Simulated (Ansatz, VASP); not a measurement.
Given: the input of a run of VASP 6.6.1 on Ta.

File INCAR:

```
SYSTEM = Ta
PREC     = Accurate       ! precision mode
ENCUT    = 520            ! plane-wave cutoff, eV
EDIFF    = 1E-6           ! SCF threshold, eV
ISMEAR   = -1             ! smearing method
SIGMA    = 0.05           ! smearing width, eV
LREAL    = .FALSE.        ! projectors in reciprocal space
LASPH    = .TRUE.         ! aspherical terms in the spheres
NELM     = 80             ! most SCF steps
ALGO     = Normal         ! electronic algorithm
ISIF     = 2              ! what is computed and relaxed
LWAVE    = .FALSE.        ! write WAVECAR
LCHARG   = .FALSE.        ! write CHGCAR
GGA      = PE             ! functional
NBANDS   = 12             ! bands
```

Contents of KPOINTS:

```
Automatic mesh
0
G
  11 11 11
  0 0 0
```

Contents of POSCAR:

```
Ta
1.0
   -1.6622159478      1.6622159478      1.6622159478
    1.6622159478     -1.6622159478      1.6622159478
    1.6622159478      1.6622159478     -1.6622159478
Ta
1
Direct
    0.0000000000      0.0000000000      0.0000000000
```

Potentials or basis: VASP PAW PBE potentials, release 64 (Ta_pv).

The run is started by

```sh
$ cat potpaw_PBE.64/Ta_pv/POTCAR > POTCAR
$ mpirun -np 1 vasp_std > vasp.out
```

Q: Set up the same calculation for Ansatz 0.2.0. Potentials there: Ansatz PAW soft_1.

A: As run (the cutoff follows the program's own potentials):

File input.yaml:

```yaml
crystal:
  lattice:
    - [-1.6622159478, 1.6622159478, 1.6622159478]
    - [1.6622159478, -1.6622159478, 1.6622159478]
    - [1.6622159478, 1.6622159478, -1.6622159478]
  atoms:
    - { symbol: Ta, position: [0.0, 0.0, 0.0] }
hamiltonian:
  xc: pbe
  pseudopotentials: { kind: paw, azcp: { folder: soft_1 } }
kpoints:
  mp_grid: { grid: [11, 11, 11] }
scf:
  occupations: { method: fermi_dirac, width: 0.05 }
output:
  forces: true
  stress: true
  eigenvalues: true
```

Potentials or basis: Ansatz PAW soft_1.

Run with:

```console
$ ansatz run input.yaml --threads 1 --pin off --max-ram 3584MiB --backend cpu --events-out ev --progress --plain --runs-dir out
```

Both were run:

|  | VASP | Ansatz | Ansatz less VASP |
| --- | --- | --- | --- |
| gap on the k mesh at the Fermi level (eV) | none | none | - |
| pressure (GPa) | -1.2 | -1.3 | -0.07 |

A gap of «none» marks a metal or a gap that the smearing closes. The two sets of potentials don't hold the same shells in valence.

Spin-orbit coupling is left out, which matters for the levels of Ta.
